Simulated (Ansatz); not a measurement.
# Quadrupolar parameters in SiO₂

The cell is a COD entry whose atoms were relaxed with PBE, the cell held.

Space group P2_13 (No. 198); a = 7.1600 Å.

```
site  Wyckoff  site symmetry       x       y       z
 Si1       4a            .3.  0.2807  0.2807  0.2807
 Si5       4a            .3.  0.0206  0.0206  0.0206
  O9       4a            .3.  0.1505  0.1505  0.1505
 O13      12b              1  0.6398  0.6616  0.0434
```

One atom of each set is listed.

The numbers come from a DFT calculation in Ansatz (LDA, plane waves and PAW, scalar-relativistic, 420 eV cutoff, Γ-centred 4×4×4 k-points, Fermi–Dirac smearing 0.02 eV).

V_zz is the principal component of the electric field gradient with the largest magnitude, η = (V_xx − V_yy)/V_zz and C_Q = eQV_zz/h.

17O: I = 5/2, Q = -25.58 mb. Q values from Pyykkö, Mol. Phys. 116, 1328 (2018).

```csv
site,atoms,first shell,V_zz (10²¹ V/m²),η,C_Q (MHz)
Si1,4,4 O at 1.61–1.62 Å,0.38,0.00,–
Si5,4,4 O at 1.61–1.62 Å,-0.15,0.00,–
O9,4,"2 Si at 1.61 Å, angle 180°",10.33,0.00,-6.39
O13,12,"2 Si at 1.62 Å, angle 146°",9.45,0.17,-5.84
```

An axis of threefold or higher order runs through Si1, Si5 and O9, so V_zz lies along it and η is zero. At O13 V_zz runs parallel to the line that joins its two neighbours (within 1°).

Si has no stable isotope with a ground-state quadrupole moment in the table, so no C_Q is given.

At this cell the principal stresses reach 5 GPa in size with LDA, which can matter for small gradients. The largest force is 0.3 eV/Å, so the atoms aren't at the calculated equilibrium and relaxing them would move these values. The database positions were far from equilibrium, so the relaxed structure may not be the compound's real one.
